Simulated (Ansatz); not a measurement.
# AgCl — field gradients at the nuclei

The cell is a structure deposited in the COD (listed for 8.6 GPa), its atoms then relaxed with PBE in this cell.

```cif
data_structure
_symmetry_space_group_name_H-M 'P 1'
_symmetry_Int_Tables_number 1
_cell_length_a 3.5300
_cell_length_b 4.0110
_cell_length_c 5.2430
_cell_angle_alpha 90.000
_cell_angle_beta 100.690
_cell_angle_gamma 90.000
_cell_volume 72.95
loop_
_atom_site_label
_atom_site_type_symbol
_atom_site_fract_x
_atom_site_fract_y
_atom_site_fract_z
_atom_site_occupancy
Ag1 Ag 0.13515 0.25000 0.20186 1
Ag2 Ag 0.86485 0.75000 0.79814 1
Cl3 Cl 0.33349 0.25000 0.72616 1
Cl4 Cl 0.66651 0.75000 0.27384 1
```

Atom numbers follow the list; atoms alike are taken as one site, whose name carries the number of the first.

Computed with Ansatz: DFT, PBE, plane waves and PAW, scalar-relativistic, 420 eV cutoff, Γ-centred 10×8×7 k-points, Fermi–Dirac smearing 0.01 eV.

Conventions: |V_zz| ≥ |V_yy| ≥ |V_xx|, η = (V_xx − V_yy)/V_zz, C_Q = eQV_zz/h.

³⁵Cl: I = 3/2, Q = -81.12 mb. Quadrupole moments are those of Pyykkö's year-2017 table.

Problem. Which values are expected at the nuclei?

Solution. 

```csv
site,atoms (order as listed),first shell,"V_xx, V_yy, V_zz (10²¹ V/m²)",η,C_Q (MHz)
Ag,"1, 2",6 Cl at 2.67–2.72 Å; also 2 Ag at 2.94 Å,"-0.88, -1.45, 2.33",0.25,–
Cl,"3, 4",6 Ag at 2.67–2.72 Å,"1.69, 2.22, -3.91",0.14,7.67
```

Ag has no stable isotope with a ground-state quadrupole moment in the table, so no C_Q is given.

At this cell the PBE pressure is 10 GPa, so with PBE the cell would grow if it were relaxed. Without spin–orbit coupling (the program notes it for Ag) the gradients can shift somewhat, as the gap is small.

The relaxation (4 steps) took 66 s of wall time (66 s of CPU time) and 0.64 GiB at its peak, on 1 thread of Arm Neoverse V2 (aarch64; 8 cores open to the job, memory cap 3.0 GiB, no GPU), a shared host with a load of 0.3 a core.
